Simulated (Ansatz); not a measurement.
Born–Oppenheimer molecular dynamics of a periodic cell of 16 atoms, WC (start crystal WC, start structure P-6m2, volume 1.15 times the crystal's). It starts from a structure without forces on its atoms.

Computed with DFT PBE, scalar-relativistic, plane waves, PAW in Ansatz 0.2.0. Settings: PAW set soft_1, cutoff 420 eV, k mesh 2x2x2, fermi-dirac smearing 0.24 eV, no spin polarisation.

```
ensemble        : NVT, Langevin thermostat
time step       : 0.75 fs
steps asked     : 200
set temperature : 2800 K
friction        : 0.02 /fs
seed            : 296019
```

Frames 7.5 fs apart, positions in Å, forces in eV/Å.

Velocities at 0 fs (Å/ps):

```
W 3.99 1.20 -1.83
C -1.65 -5.71 5.60
W -1.54 -5.87 2.83
C -10.08 -13.71 14.80
W 3.25 5.07 3.57
C -15.27 2.58 2.48
W 0.56 -4.45 -0.15
C -15.22 -19.88 -3.84
W 2.37 -0.75 -5.06
C 15.98 -3.50 -3.80
W -5.38 8.08 4.81
C 4.52 -25.51 -20.13
W 3.96 0.32 -0.41
C 0.82 -12.12 10.24
W -5.41 0.72 -4.71
C -6.62 11.75 9.08
```

```xyz
16
Lattice="-2.9714 -5.1466 0.0000 4.4571 -2.5733 0.0000 0.0000 0.0000 5.8387" Properties=species:S:1:pos:R:3:forces:R:3 time_fs=0 energy_less_start_eV=0.000 T=2625
W 0.000 -5.147 0.000 0.05 -0.03 0.00
C 1.486 -4.289 1.460 -0.05 0.03 0.00
W 0.000 -5.147 2.919 0.05 -0.03 0.00
C 1.486 -4.289 4.379 -0.05 0.03 0.00
W -1.486 -2.573 0.000 0.05 -0.03 0.00
C 0.000 -1.716 1.460 -0.05 0.03 0.00
W -1.486 -2.573 2.919 0.05 -0.03 0.00
C 0.000 -1.716 4.379 -0.05 0.03 0.00
W 1.486 -2.573 0.000 0.05 -0.03 0.00
C 2.971 -1.716 1.460 -0.05 0.03 0.00
W 1.486 -2.573 2.919 0.05 -0.03 0.00
C 2.971 -1.716 4.379 -0.05 0.03 0.00
W 0.000 0.000 0.000 0.05 -0.03 0.00
C -1.486 -4.289 1.460 -0.05 0.03 0.00
W 0.000 0.000 2.919 0.05 -0.03 0.00
C -1.486 -4.289 4.379 -0.05 0.03 0.00
16
Lattice="-2.9714 -5.1466 0.0000 4.4571 -2.5733 0.0000 0.0000 0.0000 5.8387" Properties=species:S:1:pos:R:3:forces:R:3 time_fs=7.5 energy_less_start_eV=1.282 T=2204
W 0.038 -5.132 -0.012 -0.84 -0.95 0.77
C 1.524 -4.319 1.511 -0.94 0.77 -0.40
W -0.002 -5.175 2.926 0.14 0.11 -0.17
C 1.450 -4.412 4.454 0.43 1.51 -0.96
W -1.479 -2.555 0.039 -0.43 -0.94 -0.50
C -0.147 -1.727 1.529 2.18 0.30 -0.82
W -1.491 -2.606 2.921 -1.05 -0.34 0.35
C -0.129 -1.849 4.351 2.00 1.58 0.61
W 1.517 -2.579 -0.029 -0.38 -0.40 0.66
C 3.056 -1.752 1.437 -1.35 0.67 -0.22
W 1.451 -2.522 2.940 0.17 -1.86 -0.94
C 3.023 -1.897 4.255 -1.33 2.05 1.94
W 0.037 0.006 -0.008 -0.74 -0.97 -0.20
C -1.479 -4.372 1.464 0.23 1.02 -0.02
W -0.041 0.011 2.887 1.31 -1.32 0.29
C -1.524 -4.232 4.424 0.61 -1.23 -0.38
16
Lattice="-2.9714 -5.1466 0.0000 4.4571 -2.5733 0.0000 0.0000 0.0000 5.8387" Properties=species:S:1:pos:R:3:forces:R:3 time_fs=15 energy_less_start_eV=3.040 T=1702
W 0.077 -5.135 -0.010 -1.51 -1.14 1.30
C 1.556 -4.334 1.477 -1.55 1.12 0.05
W 0.002 -5.182 2.936 0.24 -0.12 -0.38
C 1.459 -4.562 4.464 0.54 2.85 -1.31
W -1.469 -2.546 0.069 -0.40 -1.98 -1.37
C -0.230 -1.801 1.553 3.87 1.86 -0.86
W -1.498 -2.634 2.921 -1.73 -0.60 0.78
C -0.188 -1.909 4.345 3.14 2.19 0.75
W 1.569 -2.592 -0.059 -0.98 -0.53 1.04
C 3.069 -1.782 1.383 -1.31 1.02 0.09
W 1.429 -2.465 2.965 0.17 -2.86 -1.81
C 3.038 -1.984 4.226 -1.67 2.61 2.63
W 0.086 0.017 -0.021 -1.25 -1.45 0.03
C -1.399 -4.338 1.514 -0.79 0.40 -0.78
W -0.079 -0.001 2.869 2.44 -1.76 -0.11
C -1.522 -4.234 4.404 0.80 -1.62 -0.05
16
Lattice="-2.9714 -5.1466 0.0000 4.4571 -2.5733 0.0000 0.0000 0.0000 5.8387" Properties=species:S:1:pos:R:3:forces:R:3 time_fs=22.5 energy_less_start_eV=3.375 T=1970
W 0.103 -5.135 -0.013 -1.69 -1.08 0.66
C 1.503 -4.304 1.355 -0.17 0.48 1.45
W -0.002 -5.199 2.951 0.40 -0.09 -0.34
C 1.486 -4.585 4.399 0.29 2.70 -0.50
W -1.449 -2.542 0.087 0.08 -2.21 -2.05
C -0.137 -1.808 1.504 2.17 1.81 -0.03
W -1.515 -2.653 2.919 -0.25 0.33 0.64
C -0.097 -1.959 4.347 1.13 2.45 0.71
W 1.632 -2.603 -0.090 -2.91 -0.68 1.32
C 2.953 -1.801 1.280 1.14 1.13 1.72
W 1.400 -2.421 2.982 0.82 -3.65 -2.91
C 2.973 -1.965 4.259 0.55 2.15 1.29
W 0.127 0.018 -0.017 -1.89 -1.32 0.09
C -1.305 -4.314 1.595 -2.25 0.19 -2.03
W -0.107 -0.020 2.845 2.04 -0.90 0.50
C -1.482 -4.246 4.444 0.54 -1.30 -0.53
16
Lattice="-2.9714 -5.1466 0.0000 4.4571 -2.5733 0.0000 0.0000 0.0000 5.8387" Properties=species:S:1:pos:R:3:forces:R:3 time_fs=30 energy_less_start_eV=3.818 T=1717
W 0.117 -5.143 -0.018 -1.59 -0.56 -0.33
C 1.442 -4.280 1.277 1.24 0.09 2.42
W -0.016 -5.225 2.957 0.68 0.90 -0.48
C 1.532 -4.424 4.337 -0.25 0.93 -0.01
W -1.445 -2.542 0.102 0.76 -1.79 -2.69
C -0.015 -1.761 1.431 0.34 0.96 0.55
W -1.520 -2.671 2.907 0.56 1.12 0.84
C -0.002 -1.966 4.326 -1.46 2.68 1.68
W 1.694 -2.604 -0.119 -4.84 -0.71 2.80
C 2.938 -1.738 1.234 1.84 0.41 2.60
W 1.368 -2.393 3.011 2.51 -4.39 -4.38
C 2.921 -1.887 4.333 2.67 1.97 -1.04
W 0.175 0.017 -0.005 -2.47 -1.04 0.07
C -1.347 -4.326 1.600 -1.79 0.05 -2.01
W -0.126 -0.031 2.830 1.88 -0.13 1.09
C -1.415 -4.272 4.488 -0.06 -0.49 -1.12
16
Lattice="-2.9714 -5.1466 0.0000 4.4571 -2.5733 0.0000 0.0000 0.0000 5.8387" Properties=species:S:1:pos:R:3:forces:R:3 time_fs=37.5 energy_less_start_eV=4.029 T=2785
W 0.136 -5.142 -0.034 -0.92 0.43 0.09
C 1.413 -4.246 1.306 1.77 -0.03 1.83
W -0.028 -5.249 2.972 1.33 2.84 -1.59
C 1.548 -4.154 4.259 -0.12 -2.25 0.46
W -1.464 -2.555 0.114 1.64 -0.36 -2.98
C 0.089 -1.674 1.321 -0.41 -0.48 1.53
W -1.508 -2.697 2.889 0.37 2.58 1.63
C 0.036 -1.773 4.367 -1.49 1.19 0.76
W 1.733 -2.598 -0.134 -4.29 0.81 4.13
C 3.112 -1.625 1.288 -0.67 -1.25 1.32
W 1.348 -2.373 3.017 2.99 -3.79 -4.20
C 2.959 -1.738 4.373 2.02 0.63 -1.50
W 0.224 0.022 0.013 -2.88 -0.60 -1.01
C -1.453 -4.263 1.520 0.05 -0.91 -0.59
W -0.135 -0.025 2.824 2.30 0.42 1.33
C -1.292 -4.303 4.488 -1.71 0.76 -1.20
16
Lattice="-2.9714 -5.1466 0.0000 4.4571 -2.5733 0.0000 0.0000 0.0000 5.8387" Properties=species:S:1:pos:R:3:forces:R:3 time_fs=45 energy_less_start_eV=6.479 T=1980
W 0.151 -5.131 -0.069 0.37 1.13 2.53
C 1.454 -4.195 1.464 0.99 -0.53 -0.27
W -0.035 -5.261 2.983 2.02 4.76 -2.51
C 1.555 -3.952 4.170 -0.12 -4.84 2.05
W -1.489 -2.556 0.101 2.47 0.82 -2.43
C 0.190 -1.664 1.270 -1.09 -1.13 2.03
W -1.503 -2.728 2.879 0.10 3.22 1.64
C -0.030 -1.534 4.511 0.58 -2.47 -2.11
W 1.757 -2.594 -0.122 -3.04 2.06 3.55
C 3.277 -1.555 1.424 -2.86 -1.20 -0.96
W 1.352 -2.354 3.014 2.28 -1.99 -3.60
C 3.115 -1.551 4.385 -0.23 -2.54 0.09
W 0.269 0.014 0.040 -4.61 0.33 -1.93
C -1.581 -4.209 1.427 2.51 -0.77 1.98
W -0.140 -0.042 2.831 2.67 1.04 1.81
C -1.264 -4.346 4.529 -2.05 2.12 -1.87
16
Lattice="-2.9714 -5.1466 0.0000 4.4571 -2.5733 0.0000 0.0000 0.0000 5.8387" Properties=species:S:1:pos:R:3:forces:R:3 time_fs=52.5 energy_less_start_eV=7.855 T=1478
W 0.180 -5.118 -0.092 -0.13 0.92 2.62
C 1.578 -4.150 1.669 -0.34 -0.76 -2.39
W -0.030 -5.261 2.989 2.12 4.63 -1.91
C 1.530 -3.944 4.121 -0.37 -4.51 3.38
W -1.503 -2.559 0.092 2.89 1.37 -2.30
C 0.261 -1.706 1.249 -1.54 -0.66 1.96
W -1.527 -2.743 2.878 0.76 3.76 2.44
C -0.059 -1.402 4.515 0.61 -4.92 -2.37
W 1.770 -2.592 -0.099 -2.39 1.60 2.79
C 3.286 -1.536 1.460 -2.76 -1.05 -1.61
W 1.358 -2.327 3.014 2.63 -2.09 -3.15
C 3.257 -1.599 4.396 -1.90 -0.87 0.70
W 0.282 0.006 0.059 -4.66 1.20 -0.56
C -1.545 -4.131 1.445 1.98 -2.29 1.21
W -0.136 -0.049 2.852 2.97 1.51 1.29
C -1.377 -4.380 4.535 0.13 2.16 -2.10
16
Lattice="-2.9714 -5.1466 0.0000 4.4571 -2.5733 0.0000 0.0000 0.0000 5.8387" Properties=species:S:1:pos:R:3:forces:R:3 time_fs=60 energy_less_start_eV=6.205 T=2602
W 0.212 -5.120 -0.104 -1.54 0.42 2.53
C 1.693 -4.215 1.745 -1.93 0.70 -3.42
W -0.023 -5.220 2.996 1.82 2.42 -1.92
C 1.467 -4.140 4.185 0.28 -1.31 2.31
W -1.507 -2.542 0.052 2.93 0.28 -1.64
C 0.187 -1.776 1.267 -0.75 0.39 1.66
W -1.535 -2.736 2.878 2.07 3.64 3.47
C -0.014 -1.455 4.376 0.04 -3.92 0.13
W 1.799 -2.590 -0.080 -3.03 0.80 2.38
C 3.193 -1.564 1.405 -1.39 -1.07 -0.44
W 1.374 -2.299 3.003 3.00 -4.19 -2.11
C 3.238 -1.790 4.444 -2.13 1.83 -0.25
W 0.271 0.007 0.070 -3.51 0.05 -0.71
C -1.442 -4.122 1.504 0.66 -3.23 -1.00
W -0.117 -0.045 2.870 2.73 2.08 0.08
C -1.449 -4.344 4.470 0.75 1.10 -1.08
16
Lattice="-2.9714 -5.1466 0.0000 4.4571 -2.5733 0.0000 0.0000 0.0000 5.8387" Properties=species:S:1:pos:R:3:forces:R:3 time_fs=67.5 energy_less_start_eV=5.351 T=3410
W 0.221 -5.123 -0.114 -3.91 -0.48 5.04
C 1.687 -4.269 1.669 -1.93 0.97 -2.68
W 0.009 -5.153 3.010 1.18 -0.01 -3.43
C 1.372 -4.368 4.353 3.94 1.97 -0.70
W -1.493 -2.517 0.003 2.76 -1.35 -0.34
C 0.042 -1.821 1.390 0.15 1.32 0.19
W -1.546 -2.731 2.892 2.62 2.74 0.87
C -0.014 -1.639 4.201 -1.55 -0.65 2.87
W 1.821 -2.568 -0.047 -4.55 -0.05 2.12
C 3.009 -1.567 1.409 1.10 -1.47 0.31
W 1.389 -2.276 2.984 3.58 -5.68 -2.38
C 3.109 -1.853 4.418 0.05 1.88 -0.71
W 0.243 -0.001 0.086 -2.26 -0.43 -1.88
C -1.273 -4.293 1.483 -1.42 -0.01 -1.03
W -0.090 -0.040 2.873 1.82 1.84 -0.04
C -1.352 -4.262 4.339 -1.59 -0.60 1.80
16
Lattice="-2.9714 -5.1466 0.0000 4.4571 -2.5733 0.0000 0.0000 0.0000 5.8387" Properties=species:S:1:pos:R:3:forces:R:3 time_fs=75 energy_less_start_eV=6.405 T=2804
W 0.229 -5.137 -0.121 -5.81 -1.91 6.59
C 1.579 -4.329 1.514 -0.37 0.61 -0.78
W 0.039 -5.098 3.010 1.10 -1.53 -3.37
C 1.411 -4.487 4.483 5.46 3.62 -3.87
W -1.457 -2.487 -0.029 2.32 -2.43 0.51
C -0.072 -1.859 1.528 0.34 1.90 -1.41
W -1.548 -2.725 2.906 1.70 1.97 -0.84
C -0.061 -1.852 4.182 -0.83 2.33 3.04
W 1.821 -2.541 -0.014 -5.42 -1.10 1.34
C 2.896 -1.630 1.475 2.58 -0.50 0.02
W 1.415 -2.269 2.952 2.20 -6.14 -1.99
C 2.931 -1.819 4.330 2.55 1.64 -0.24
W 0.214 -0.025 0.098 -1.45 -0.29 -1.97
C -1.237 -4.514 1.439 -2.54 2.39 -0.16
W -0.057 -0.042 2.864 0.45 0.90 1.02
C -1.280 -4.206 4.335 -2.28 -1.44 2.12
16
Lattice="-2.9714 -5.1466 0.0000 4.4571 -2.5733 0.0000 0.0000 0.0000 5.8387" Properties=species:S:1:pos:R:3:forces:R:3 time_fs=82.5 energy_less_start_eV=5.986 T=2241
W 0.238 -5.165 -0.095 -4.47 -1.04 2.64
C 1.499 -4.372 1.306 0.87 1.13 2.14
W 0.079 -5.046 2.994 0.25 -1.70 -2.21
C 1.616 -4.503 4.489 -0.29 2.89 -3.00
W -1.422 -2.465 -0.057 1.69 -3.65 2.26
C -0.175 -1.783 1.555 1.48 1.15 -0.80
W -1.538 -2.728 2.919 1.26 1.48 -0.86
C -0.039 -1.994 4.330 1.19 3.25 0.52
W 1.797 -2.531 0.018 -4.70 -1.04 -0.91
C 2.891 -1.697 1.531 2.74 0.49 -0.66
W 1.433 -2.281 2.927 0.39 -5.31 -0.84
C 2.908 -1.772 4.222 2.34 1.16 1.58
W 0.193 -0.044 0.119 -1.32 0.02 -2.74
C -1.330 -4.592 1.412 -0.89 2.60 1.18
W -0.032 -0.048 2.850 -0.29 1.07 1.96
C -1.366 -4.173 4.462 -0.24 -2.49 -0.25
```

Of the whole run (150 fs, mean temperature of the second half 2791 K): A run of 0.15 ps of so small a system gives no equilibrium averages. Limits of this set-up: coarse k mesh.

The run took 19 min on 1 thread of Arm Neoverse V1 (shared host), peak memory 0.57 GiB.
